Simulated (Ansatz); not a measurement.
P under changes of volume

One of the cells (20.458 Å³/atom); the others are scaled copies at fixed shape and fractional positions:

```
P
1.0
     1.64774   -5.46504    0.00000
     1.64774    5.46504    0.00000
     0.00000    0.00000    4.54364
P
4
Direct
  0.90414 0.09586 0.58882
  0.09586 0.90414 0.41118
  0.59586 0.40414 0.08882
  0.40414 0.59586 0.91118
```

- Program: Ansatz 0.2.0
- Functional: PBEsol
- Potentials or basis: all-electron LAPW, scalar-relativistic
- Cutoff: 247 eV (chosen from the basis error)
- Basis error allowed: 0.001 eV/atom
- k mesh: 8 × 8 × 6
- Occupations: fermi-dirac, width 0.05 eV
- Spin: no spin polarisation

| volume (Å³/atom) | energy over the lowest point (meV/atom) | pressure (GPa) | gap on the mesh (eV) | largest force (eV/Å) |
| --- | --- | --- | --- | --- |
| 19.230 | 14.48 | 4.7 | 0.05 | 0.862 |
| 19.639 | 5.13 | 2.7 | 0.04 | 0.654 |
| 20.049 | 0.46 | 1.0 | 0.02 | 0.464 |
| 20.458 | 0.00 | -0.6 | 0.01 | 0.294 |
| 20.867 | 3.32 | -2.0 | 0.04 | 0.162 |
| 21.276 | 10.02 | -3.2 | 0.08 | 0.147 |
| 21.685 | ? | ? | ? | ? |

Task: What does the run at 21.685 Å³/atom give?

Result: Energy over the lowest point 19.77 meV/atom; pressure -4.4 GPa; gap on the mesh 0.12 eV; largest force 0.249 eV/Å.

Worked out: A Birch-Murnaghan fit of order 3 (a polynomial in V^(-2/3)) to the other rows has its minimum at 20.30 Å³/atom with B0 = V·E''(V) = 76 GPa and B' = 4.4 at fixed shape and positions, which overstates the stiffness. It gives 19.76 meV/atom at 21.685 Å³/atom, against the run's 19.77, and -dE/dV = -4.4 GPa, against -4.4.

Energies are extrapolated to zero smearing.

A mesh can miss the band edges.
